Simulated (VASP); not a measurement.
A run of VASP 6.6.1 is set up as follows.

Contents of INCAR:

```
SYSTEM = Lu
  PREC = Accurate
  ENCUT = 600
  EDIFF = 1E-7
  ISMEAR = 1
  SIGMA = 0.1
  LREAL = .False.
  LASPH = .True.
  NELM = 80
  ALGO = Fast
  ISIF = 4
  LWAVE = .False.
  LCHARG = .False.
  GGA = CA
  IBRION = 2
  NSW = 40
  EDIFFG = -0.01
```

The input KPOINTS:

```
regular mesh
0
Gamma
  12 12 7
  0 0 0
```

File POSCAR:

```
Lu                                      
1.0
    3.4551350510      0.0000000000     -0.0000000000
   -1.7275675255      2.9922347278      0.0000000000
    0.0000000000      0.0000000000      5.3767039874
  Lu            
     2
Direct
     0.3333333332999970    0.6666666667000030    0.2500000000000000
     0.6666666667000030    0.3333333332999970    0.7500000000000000
```

Potentials or basis: VASP PAW PBE potentials, release 64 (Lu).

Command:

```bash
$ cat potpaw_PBE.64/Lu/POTCAR > POTCAR
$ mpirun -np 1 vasp_std > vasp.out
```

(1) Predict the band gap on the k mesh.

(2) Estimate the energy gained by relaxing.

Answers

(1) none (metal or under the smearing width).

(2) 0.1 meV/atom.
